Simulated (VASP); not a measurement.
Crystal: BN.

```
N B
1.0
     0.00000    3.49532    2.16609
     1.25163    0.00000    2.16609
     1.25163    3.49532    0.00000
N B
1 1
Direct
  0.66665 0.66665 0.33335
  0.00005 0.00005 0.99995
```

Measurements of this composition are mostly on another form, of space group No. 194.

Base run:

* Program: VASP 6.6.1
* Functional: PBE
* Potentials or basis: VASP PAW PBE potentials, release 64 (N, B)
* Cutoff: 520 eV
* k mesh: 12 × 12 × 12
* Occupations: gaussian, width 0.02 eV
* Spin: no spin polarisation

Its results: band gap on the k mesh 3.84 eV, indirect (least direct gap 4.55 eV); pressure 3.3 GPa; largest force 0.010 eV/Å.

Q: After a change of settings the same cell gave: band gap on the k mesh 4.30 eV, indirect (least direct gap 4.51 eV); pressure 3.2 GPa; largest force 0.007 eV/Å. Which change was it?
A. k mesh from 12 × 12 × 12 to 3 × 3 × 3
B. functional from PBE to r2SCAN; further incar settings from ALGO = Fast; EDIFF = 1e-07 to ALGO = Normal; EDIFF = 1e-07
C. functional from PBE to LDA; potentials or basis from VASP PAW PBE potentials, release 64 (N, B) to VASP PAW LDA potentials, release 64 (N, B)

A: A.

Caveats: some runs use coarse meshes; an odd mesh through Γ misses points on the zone boundary, where band edges often lie (some runs).
